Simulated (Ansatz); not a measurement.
**ZnS (F-43m) under several functionals**

**The experiment to reproduce.**

From “Photocatalytic Degradation of Rhodamine B Dye and Hydrogen Evolution by Hydrothermally Synthesized NaBH4—Spiked ZnS Nanostructures”, 2022, pmc:9046778, for a bulk crystal of ZnS: lattice constant a 5.409 Å.

Plane-wave DFT in Ansatz with scalar-relativistic PAW potentials. The same structure was relaxed (cell and atoms, symmetry kept) in separate runs at each level. No spin polarisation.

```tsv
level	cutoff (eV)	k mesh	V (Å³/atom)	a (Å)	gap (eV)
LDA	420	10×10×10	18.575	5.297	2.13
PBEsol	420	10×10×10	19.211	5.357	2.09
PBE+D3(BJ)	420	10×10×10	19.413	5.375	2.18
PBE	420	10×10×10	20.158	5.443	2.02
```

Q: Where does r2SCAN (500 eV, k mesh 8×8×8) fall?

A: V (Å³/atom) 19.563, a (Å) 5.389, gap (eV) 2.70. Its volume is between those of PBE+D3(BJ) and PBE. The usual order of volumes, LDA < PBEsol < PBE, holds here (18.575, 19.211, 20.158 Å³/atom). As a rule LDA overbinds; PBEsol, built on the gradient expansion of slowly varying densities, lies between LDA and PBE; PBE's stronger gradient term for exchange weakens bonds. Adding D3 to PBE changes the volume by -3.7 %; the term is attractive, so it pulls cells in. r2SCAN lies 3.0 % under PBE in volume. Each gap belongs to its own cell, so it mixes the functional's effect with that of the volume; gaps are the least found on the k mesh or on a band path.

For PBE: Measured lattice constant a of ZnS: 5.409 Å (quoted in “Photocatalytic Degradation of Rhodamine B Dye and Hydrogen Evolution by Hydrothermally Synthesized NaBH4—Spiked ZnS Nanostructures”, 2022, pmc:9046778). This calculation gives 5.443 Å (+0.6 %). The calculations are for 0 K without zero-point motion.